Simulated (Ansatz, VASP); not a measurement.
This is a calculation of Sn for Ansatz 0.2.0.

Contents of input.yaml:

```yaml
crystal:
  lattice:
    - [0.0, 3.2333428, 3.2333428]
    - [3.2333428, 0.0, 3.2333428]
    - [3.2333428, 3.2333428, 0.0]
  atoms:
    - { symbol: Sn, position: [0.75, 0.75, 0.75] }
    - { symbol: Sn, position: [0.5, 0.5, 0.5] }
kpoints:
  mp_grid: { grid: [7, 7, 7] }
scf:
  occupations: { method: fermi_dirac, width: 0.05 }
hamiltonian:
  xc: rpbe
  pseudopotentials: { kind: all_electron, lapw: { basis_error: 0.001 } }
output:
  forces: true
  stress: true
relax:
  f_tol: 0.005
  max_steps: 60
  cell: {}
```

Potentials or basis: all-electron LAPW, scalar-relativistic.

Run with:

```sh
$ ansatz run input.yaml --threads 1 --pin off --max-ram 3072MiB --backend cpu --events-out ev --progress --plain --runs-dir out
```

Task: Translate it to VASP 6.6.1. Potentials there: VASP PAW PBE potentials, release 64 (Sn_d).

Result: As run (the cutoff follows the program's own potentials):

INCAR

```
  ALGO = Normal
  EDIFF = 1E-6
  EDIFFG = -0.005
  ENCUT = 600
  GGA = RP
  IBRION = 2
  ISIF = 3
  ISMEAR = -1
  LASPH = T
  LCHARG = F
  LREAL = F
  LWAVE = F
  NELM = 100
  NSW = 80
  PREC = Accurate
  SIGMA = 0.05
```

KPOINTS

```
k-points
0
Gamma
  7 7 7
```

Contents of POSCAR:

```
Sn
1.0
    0.0000000000      3.2333428000      3.2333428000
    3.2333428000      0.0000000000      3.2333428000
    3.2333428000      3.2333428000      0.0000000000
Sn
2
Direct
    0.7500000000      0.7500000000      0.7500000000
    0.5000000000      0.5000000000      0.5000000000
```

Potentials or basis: VASP PAW PBE potentials, release 64 (Sn_d).

Run with:

```bash
$ cat potpaw_PBE.64/Sn_d/POTCAR > POTCAR
$ mpirun -np 1 vasp_std > vasp.out
```

Both were run:

|  | VASP | Ansatz | Ansatz less VASP |
| --- | --- | --- | --- |
| relaxed volume (Å³/atom) | 38.12 | 38.17 | +0.054 |
| relaxed cell length with the largest relative difference (Å) | 4.759 | 4.762 | +0.0022 |
| energy change over the relaxation (meV/atom) | -62 | -63 | -0.5 |

Ansatz ran all-electron here, so the differences hold the error of VASP's frozen core and of both bases.

Caveats: the volume moved by +13 % from the deposited cell, more than functionals usually miss; the PAW data sets were made with another functional, which shifts forces and pressure a little (VASP). Zero-point motion and thermal expansion aren't in these numbers. RPBE and its kin give volumes clearly too large for solids.
